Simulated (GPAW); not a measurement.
Crystal: V.

```
V
1.0
    -1.51435    1.51435    1.51435
     1.51435   -1.51435    1.51435
     1.51435    1.51435   -1.51435
V
1
Direct
  0.00000 0.00000 0.00000
```

Program: GPAW 26.7.0. Alike in all runs: task band structure; spin collinear, ferromagnetic start; cell as given; k mesh 12 × 12 × 12; cutoff (eV) 600.

Question: Order these runs on this cell by their pressure, lowest first.
A. level r2SCAN+D3(BJ)+U; potentials or basis GPAW PAW data sets (gpaw-data 1.2.1), pw; U V d U = 4 eV; smearing methfessel-paxton 0.1 eV; band points 80; smearing order 1
B. level BLYP; potentials or basis PAW data sets generated in the run's folder for this functional, pw; smearing fermi-dirac 0.05 eV; band points 80; eigensolver davidson
C. level r2SCAN; potentials or basis GPAW PAW data sets (gpaw-data 1.2.1), pw; smearing fermi-dirac 0.05 eV; band points 60

Answer: C (-4.3 GPa), B (-0.4 GPa), A (38.8 GPa).

Caveats: the PAW data sets were made with another functional, which shifts forces and pressure a little (some runs); a pressure of tens of GPa on the cell as given is suspect, and the run, the potentials or the cell itself is likely at fault (some runs); this smearing can pin the Fermi level at a band edge (some runs); pairwise dispersion overbinds metals, which lowers pressure and volume (some runs); the U is typed as a test and isn't derived for this compound (some runs).

Runs at the PBE level aren't shown here.
